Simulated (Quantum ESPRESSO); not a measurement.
Runs of Quantum ESPRESSO 7.5 on SiC (Moissanite). It takes space group P6_3mc (No. 186, hexagonal). The conventional cell has a = 3.076 Å, b = 3.076 Å, c = 5.048 Å, α = 90.00°, β = 90.00°, γ = 120.00°. Around Si (site symmetry 3m) lie 4 C at 1.87 to 1.94 Å. Around C (site symmetry 3m) lie 4 Si at 1.87 to 1.94 Å. 

| task | level | potentials or basis | cell | k mesh | cutoff (eV) | ASE optimiser | dispersion computed by | mesh quality | gap on the mesh (eV) | pressure (GPa) | largest force (eV/Å) |
| --- | --- | --- | --- | --- | --- | --- | --- | --- | --- | --- | --- |
| single point | PBE | SG15 PBE 1.2 | as given | 6 × 6 × 4 | 1197 | - | - | not flagged | 2.34 | 3.9 | 0.73 |
| band structure | B86bPBE | PseudoDojo 0.4.1 SR PBE standard | as given | 10 × 10 × 5 | 1116 | - | - | not flagged | (a) | 4.4 | 0.76 |
| phonons | BLYP | PseudoDojo 0.4.1 SR PBE standard | relaxed | 4 × 4 × 2, shifted | 1116 | - | - | coarse | - | 0.0 | - |
| band structure | SOGGA | PseudoDojo 0.4.1 SR PBE standard | as given | 10 × 10 × 5 | 1116 | - | - | not flagged | 2.22 | -0.1 | 0.76 |
| relaxation of cell and atoms | PW86PBE+D4 | PseudoDojo 0.4.1 SR PBE standard | relaxed | 10 × 10 × 5 | 1116 | LBFGS | dftd4 4.3.1 through ASE | not flagged | (b) | 0.1 | 0.02 |
| single point | PBE | SSSP 1.3 efficiency PBE | as given | 10 × 10 × 5 | 748 | - | - | not flagged | 2.48 | 3.9 | 0.76 |

Alike in all rows: no spin polarisation; smearing fermi-dirac 0.05 eV.

Problem. Fill in the values left out.

Solution. (a) 2.54; (b) 2.68.

Caveats: some runs use coarse meshes; the potentials were made for another functional, which shifts forces and pressure (some runs); the mesh misses the band edges, which the band path finds closer together (some runs); an odd mesh through Γ misses points on the zone boundary, where band edges often lie (some runs); SOGGA exchange is joined with the correlation of PBE here (some runs).

Not every run made on this cell is shown here.
